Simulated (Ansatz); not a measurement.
What a change of settings does to a run on BeTe

The structure comes from a relaxation in the same program, started in the rocksalt type. Whether it is a known phase or the ground state wasn't checked. The listed cell was then made from it by scaling, straining or moving an atom.

First run: DFT, PBE, all-electron LAPW, scalar-relativistic (Ansatz 0.2.0).

Command: `ansatz run input.yaml --threads 1 --pin off --max-ram 2048MiB --backend cpu --events-out ev --progress --plain --runs-dir out` The run took about 3.2 s on 1 thread of a shared machine.

```yaml
crystal:
  lattice:
    - [0.0, 2.6620717408, 2.6620717408]
    - [2.6620717408, 0.0, 2.6620717408]
    - [2.6620717408, 2.6620717408, 0.0]
  atoms:
    - { symbol: Be, position: [0.0, 0.0, 0.0] }
    - { symbol: Te, position: [0.5, 0.5, 0.5] }
kpoints:
  mp_grid: { grid: [13, 13, 13] }
scf:
  occupations: { method: fermi_dirac, width: 0.05 }
hamiltonian:
  xc: pbe
  pseudopotentials: { kind: all_electron, lapw: { basis_error: 0.001 } }
output:
  forces: true
  stress: true
  eigenvalues: true
```

Result: converged; pressure 1.43 GPa; no gap on the k mesh; 8 SCF iterations.

No spin–orbit coupling, which matters for the heavy atoms here.

The input is then changed:

```diff
@@ -12,5 +12,5 @@
   occupations: { method: fermi_dirac, width: 0.05 }
 hamiltonian:
-  xc: pbe
+  xc: lda
   pseudopotentials: { kind: all_electron, lapw: { basis_error: 0.001 } }
 output:
```

**Question.** What does the second run give?

**Answer.** It converged; pressure -2.42 GPa; no gap on the k mesh; 8 SCF iterations.
